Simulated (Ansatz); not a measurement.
## As in Ansatz: the effect of functional

The system is As.

```
As
1.0
     1.90555    1.10017    3.56030
    -1.90555    1.10017    3.56030
     0.00000   -2.20034    3.56030
As
2
Direct
  0.22600 0.22600 0.22600
  0.77400 0.77400 0.77400
```

The cell isn't the ideal one: volume scaled by 1.04.

Alike in all runs:

```yaml
Program: Ansatz 0.2.0
Task: single point
Potentials_or_basis: Ansatz PAW
k_mesh: 9 × 9 × 9
Occupations: fermi-dirac, width 0.05 eV
Spin: no spin polarisation
```

```csv
functional,cutoff,pressure (GPa),largest force (eV/Å)
LDA,420 eV (not typed: the program's choice for these potentials),-4.1,0.01
PBEsol,420 eV (not typed: the program's choice for these potentials),?,?
r2SCAN,500 eV (not typed: the program's choice for these potentials),-1.1,0.10
```

What does the run with functional PBEsol give?

Pressure -2.5 GPa; largest force 0.11 eV/Å.

Caveats: the PAW data sets come from PBE, with cores solved anew for the run's functional, which leaves a small shift of forces and pressure.
